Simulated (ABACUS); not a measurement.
A run of ABACUS 3.10.1:

run_abacus.py

```python
"""ABACUS run from a structure file: ASE reads it, the script writes STRU, KPT and INPUT."""
import re
import subprocess
from ase.io import read
from ase.units import Bohr

atoms = read("POSCAR")
atoms = atoms[(-atoms.numbers).argsort(kind="stable")]  # ABACUS lists atoms element by element
pseudo = {'K': 'K.upf'}
orbital = {}
magmoms = None
kmesh = [5, 5, 5]
params = {
    'suffix': 'K',
    'calculation': 'cell-relax',
    'basis_type': 'pw',
    'pseudo_dir': './',
    'symmetry': 1,
    'dft_functional': 'pbe',
    'ecutwfc': 74,
    'pseudo_rcut': 7,
    'nspin': 1,
    'nbands': 9,
    'ks_solver': 'dav',
    'smearing_method': 'fd',
    'smearing_sigma': 0.00367493,
    'scf_thr': 1e-08,
    'scf_nmax': 100,
    'mixing_type': 'broyden',
    'mixing_beta': 0.7,
    'cal_force': 1,
    'cal_stress': 1,
    'relax_nmax': 60,
    'force_thr_ev': 0.005,
    'relax_method': 'cg',
    'out_stru': 1,
    'stress_thr': 1,
    'press1': 50,
    'press2': 50,
    'press3': 50,
    'kpar': 4,
}

symbols = atoms.get_chemical_symbols()
elements = list(dict.fromkeys(symbols))
lines = ["ATOMIC_SPECIES"] + [f"{e} {atoms.get_masses()[symbols.index(e)]:.4f} {pseudo[e]}" for e in elements]
if orbital:
    lines += ["", "NUMERICAL_ORBITAL"] + [orbital[e] for e in elements]
lines += ["", "LATTICE_CONSTANT", f"{1 / Bohr:.10f}", "", "LATTICE_VECTORS"]
lines += [" ".join(f"{x:.10f}" for x in v) for v in atoms.cell]
lines += ["", "ATOMIC_POSITIONS", "Direct"]
for e in elements:
    lines += ["", e, "0.0", str(symbols.count(e))]
    for i, p in enumerate(atoms.get_scaled_positions(wrap=False)):
        if symbols[i] == e:
            mag = "" if magmoms is None else " mag " + " ".join(str(x) for x in (magmoms[i] if isinstance(magmoms[i], list) else [magmoms[i]]))
            lines.append(" ".join(f"{x:.10f}" for x in p) + " 1 1 1" + mag)
open("STRU", "w").write("\n".join(lines) + "\n")
open("KPT", "w").write("K_POINTS\n0\nGamma\n%d %d %d 0 0 0\n" % tuple(kmesh))
open("INPUT", "w").write("INPUT_PARAMETERS\n" + "".join(f"{k:<20s}{v}\n" for k, v in params.items()))

done = subprocess.run(['mpirun', '-np', '4', 'abacus'])
if done.returncode:
    raise SystemExit(done.returncode)
log = open("OUT.K/running_cell-relax.log").read()
print("final energy (eV):", re.findall(r"FINAL_ETOT_IS (\S+)", log))
```

File POSCAR:

```
K
1.0
   -2.6975585167      2.6975585167      2.6975585167
    2.6975585167     -2.6975585167      2.6975585167
    2.6975585167      2.6975585167     -2.6975585167
K
1
Direct
    0.0000000000      0.0000000000      0.0000000000
```

Potentials or basis: PseudoDojo NC SR 0.4.1 PBE standard, plane waves.

Run with:

```console
$ OMP_NUM_THREADS=1 python run_abacus.py > log
```

Hardware: 4 MPI ranks on Intel(R) Xeon(R) 6975P-C (Granite Rapids), on a shared host.

Q: How long does it take, and how much memory?

A: Run time: 8 s on 4 MPI ranks on Intel(R) Xeon(R) 6975P-C (Granite Rapids), on a shared host, peak memory 0.4 GiB a rank. Counts: scf iterations 19, k points 10, bands 9, ion steps 4, ranks 4.
